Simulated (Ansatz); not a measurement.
# Zr (P-1) in Ansatz: reference runs

Reference runs on Zr: the cell as given.

Program: Ansatz 0.2.0. These are calculated values, not measurements. Logs are shortened: lines on timing, memory, paths and dates and some standing lists are left out, and cuts for length are marked.

### 1 The cell of the first run

The typed cell holds 2 atoms: a = 3.232 Å, b = 3.232 Å, c = 5.147 Å, α = 90.00°, β = 90.00°, γ = 120.00°.

### 2 Single point, PBE (atom 2 moved 0.06 Å)

Contents of input.yaml:

```yaml
crystal:
  lattice:
    - [3.23199822, 0.0, 0.0]
    - [-1.61599911, 2.79899257, 0.0]
    - [0.0, 0.0, 5.147]
  atoms:
    - { symbol: Zr, position: [0.33465424, 0.67413001, 0.25389985] }
    - { symbol: Zr, position: [0.66534576, 0.32586999, 0.74610015] }
kpoints:
  mp_grid: { grid: [9, 9, 5] }
scf:
  occupations: { method: fermi_dirac, width: 0.05 }
hamiltonian:
  xc: pbe
  pseudopotentials: { kind: all_electron, lapw: { basis_error: 0.001 } }
output:
  forces: true
  stress: true
  eigenvalues: true
  populations: true
```

Potentials or basis: all-electron LAPW, scalar-relativistic.

Started as:

```sh
ansatz run input.yaml --threads 2 --pin off --max-ram 6144MiB --backend cpu --events-out ev --progress --plain --runs-dir out
```

What it wrote:

```text
Warning: RAYON_NUM_THREADS=2 ignored (pool sized by the plan → 2); use --threads N
Zr: projections on atomic orbitals take those of the free atom 1s2 2s2 2p6 3s2 3p6 3d10 4s2 4p6 4d2 5s2, of charge +0.00 (hamiltonian.pseudopotentials.projection_atoms)
LAPW: plane waves up to 6.867 Å⁻¹, error target 1.0e-3 eV per atom; small_component_spin mean_spin; Zr in spheres of 1.561 Å, 22 of its electrons in bands, Dirac shells [] (how accurate: hamiltonian.pseudopotentials.lapw.basis_error, Limitations)
Engine: ansatz 0.2.0, aarch64-unknown-linux-gnu
Pseudopotentials: kind: all_electron
Pseudopotential: Zr, LAPW, valence charge 22, lapw/all_electron/scalar/gaussian/Zr, Koelling and Harmon's equation, gaussian nucleus
Functional definition: PBE
  parameter kappa = 0.804
  parameter beta = 0.06672455060314922
  exchange = pbe_x(kappa = kappa, mu = beta*pi^2/3)
  correlation = pbe_c(beta = beta)
Crystal: 2 atoms, lattice volume = 46.562 Å³
Basis set: ecut = 179.63971877072316 eV, 263 PW (Γ), exchange–correlation at level 2
Bands: 27, of which v1, the nominal top of the filled ones, is band 22 counted from 1 (21 counted from 0)
Symmetry: 2 space group operations
Space group: P-1 (ITA 2), of the structure as read, at distance tolerance 3.6e-5 Å
k-points: 203 of 405
Non-local potential: Zr, projectors of the file, none
Initial density: superposition of atomic densities (chi_scale 0.1, normalization cell)
Initial wavefunctions: plane waves of lowest kinetic energy (no species holds an atomic orbital)
Functional: x = pbe(κ = 0.804, μ = 0.2195149727645171), c = pbe(β = 0.06672455060314922)
iter 1 solved again at ethr=4.24e-4 eV; its pass at ethr=1.00e-1 eV (dr2=1.86e-1 eV) is discarded
SCF iter   1: F=—  HF=-195854.407089 eV  |F-HF|=—  |Δ(HF+E_count)|=         —  Δρ=1.99e-2  dr2=1.88e-1  ethr=4.24e-4  ⟨swp⟩=2.6  Hψ=36191  notcnv=0
preconditioner: auto → Kerker (q_TF=auto, 2.703 Å⁻¹)  [metal: Δε(μ)=0.078 eV  Ē_g=3.784 eV  σ=0.050 eV  W_gap=0.36  n_scr=22 (ndim 8)  ℏωp=15.4 eV  f_vac=0.000  D(μ)=1.50/eV (n_scr^D=8)]
SCF iter   2: F=—  HF=-195854.247245 eV  |F-HF|=—  |Δ(HF+E_count)|=   1.60e-1  Δρ=1.17e-2  dr2=7.64e-2  ethr=4.24e-4  ⟨swp⟩=2.0  Hψ=17865  notcnv=0
SCF iter   3: F=—  HF=-195854.234017 eV  |F-HF|=—  |Δ(HF+E_count)|=   1.32e-2  Δρ=6.22e-3  dr2=2.34e-2  ethr=1.74e-4  ⟨swp⟩=2.0  Hψ=17015  notcnv=0
iter 4 solved again at ethr=3.95e-6 eV; its pass at ethr=5.32e-5 eV (dr2=1.74e-3 eV) is discarded
SCF iter   4: F=—  HF=-195854.232037 eV  |F-HF|=—  |Δ(HF+E_count)|=         —  Δρ=1.63e-3  dr2=1.73e-3  ethr=3.95e-6  ⟨swp⟩=2.0  Hψ=28351  notcnv=0
the basis was enlarged: its passes take 300.8 KiB over the memory plan, 2 of 2 planned eigensolver slots
SCF iter   5: F=—  HF=-195854.231854 eV  |F-HF|=—  |Δ(HF+E_count)|=   1.83e-4  Δρ=4.57e-4  dr2=1.19e-4  ethr=3.94e-6  ⟨swp⟩=2.0  Hψ=17019  notcnv=0
SCF iter   6: F=—  HF=-195854.231859 eV  |F-HF|=—  |Δ(HF+E_count)|=   5.01e-6  Δρ=1.67e-4  dr2=1.76e-5  ethr=2.70e-7  ⟨swp⟩=2.0  Hψ=17019  notcnv=0
SCF iter   7: F=—  HF=-195854.231859 eV  |F-HF|=—  |Δ(HF+E_count)|=   3.26e-7  Δρ=2.30e-5  dr2=3.88e-7  ethr=4.00e-8  ⟨swp⟩=2.0  Hψ=17019  notcnv=0
SCF iter   8: F=-195854.231859 eV  HF=-195854.231859 eV  |F-HF|=3.77e-8  |Δ(HF+E_count)|=   3.23e-8  Δρ=9.68e-6  dr2=6.25e-8  ethr=8.81e-10  ⟨swp⟩=2.1  Hψ=17049  notcnv=0
SCF 1 converged in 8 iterations: F = -195854.231859 eV  dr2 = 6.25e-8
SCF converged after 8 iterations
Free energy (F): -195854.231859 eV
Harris-Foulkes:  -195854.231859 eV  (|F-HF|=3.77e-8)
Internal energy: -195854.216270 eV  (E = F + TS)
E sigma→0 (E₀):  -195854.224064 eV
Entropy (-TS):   -0.015589 eV (-7.794 meV/atom)
Fermi energy:    15.783000 eV
--- Per-component energies (eV) ---
  E_band       = -3210.776353
  E_kinetic    = 202299.545960
  E_xc         = -6221.777864
  E_electrostatic = -391931.984366  (all electrons and nuclei)
  E_smearing   = -0.015589  (= −TS)
  E_closure    = 0.000000  (closes the sum)
  E_atoms      = -195839.623081  (free atoms, spherical and without spin; not in F)
  Σ components = -195854.231859   (vs F -195854.231859, Δ=0.00e0)
  Basis errors (estimates in eV, not in F): energy 1.8e-4 per atom: plane waves 1.4e-4 (7.3e-5 summed), levels above the bands 9.0e-21, relativity 5.5e-8, radial functions 4.1e-5, core shells 1.0e-6; eigenvalues (radial functions only) 9.0e-7; not estimated: angular momenta, meshes, grids; target (lapw.basis_error) 1.0e-3; muffin-tin radii Zr 1.561 Å
--- Forces (eV/Å), atoms counted from 1 ---
  atom   1  Zr     0.01433821    -0.03701166    -0.16140365
  atom   2  Zr    -0.01433821     0.03701166     0.16140365
  max |Σ_I F_I| component: 0.00e0 eV/Å
--- Stress (GPa, compression-positive) ---
       -0.077558       0.105804      -0.004580
        0.105804       0.545676       0.012507
       -0.004580       0.012507       1.206196
  P = ⅓ Tr σ = 0.5581 GPa (5.581 kbar)
--- Band table (eV; the first three rows and the last of 203) ---
  k-point 0: bands = ["-152.9824", "-152.9824", "-152.9814", "-152.9814", "-152.9802", "-152.9802", "-152.9571", "-152.9571", "-152.9569", "-152.9569", "-33.0535", "-32.8973", "-11.5859", "-10.7227", "-10.7063", "-10.5774", "-10.5742", "-10.5666", "10.1255", "12.7422", "16.6072", "16.6548", "16.7220", "16.9995", "17.2808", "17.3590", "17.8267"]
  k-point 1: bands = ["-152.9824", "-152.9824", "-152.9814", "-152.9814", "-152.9802", "-152.9802", "-152.9571", "-152.9571", "-152.9569", "-152.9569", "-33.0391", "-32.9122", "-11.4957", "-10.7091", "-10.6947", "-10.6754", "-10.5896", "-10.5814", "10.4548", "12.7022", "16.3269", "16.4822", "16.5100", "16.6023", "17.0524", "17.1335", "18.2856"]
  k-point 2: bands = ["-152.9824", "-152.9824", "-152.9814", "-152.9814", "-152.9802", "-152.9802", "-152.9571", "-152.9571", "-152.9569", "-152.9569", "-33.0018", "-32.9502", "-11.2566", "-10.9359", "-10.6707", "-10.6633", "-10.6207", "-10.6191", "11.3199", "12.2796", "15.7234", "16.0816", "16.4435", "16.4592", "16.6581", "16.7171", "19.2077"]
  k-point 202: bands = ["-152.9824", "-152.9824", "-152.9814", "-152.9814", "-152.9802", "-152.9802", "-152.9571", "-152.9571", "-152.9569", "-152.9569", "-32.9265", "-32.8702", "-11.3865", "-11.2582", "-11.0546", "-10.9281", "-10.7620", "-10.7192", "12.9604", "13.6997", "14.2228", "15.0536", "16.2317", "16.7118", "17.0161", "19.3372", "19.9608"]
--- Löwdin populations: 2 sites ---
  site symbol       q [e]
     0     Zr     39.9335
     1     Zr     39.9335
  spilling = 0.001661 (of n_electrons = 80.000000)
```

Run time: 21 s. Hardware: 2 threads of Arm Neoverse V2, shared host; peak memory 0.53 GiB.

Results:

- Free energy: -195854.2319 eV
- Pressure: 0.6 GPa
- Largest force: 0.166 eV/Å
- Band gap on the k mesh: none (metal or under the smearing width)

Forces on the atoms (eV/Å):
```
Zr   0.014 -0.037 -0.161
Zr  -0.014  0.037  0.161
```

Stress tensor (GPa, compression positive):
```
-0.08  0.11  0.00
 0.11  0.55  0.01
 0.00  0.01  1.21
```

Levels at points of the mesh, in eV from the Fermi level:
```csv
k point,band 18,band 19,band 20,band 21,band 22,band 23,band 24,band 25,band 26,band 27
"(0.00, 0.00, 0.00)",-26.35,-5.66,-3.04,0.82,0.87,0.94,1.22,1.50,1.58,2.04
```
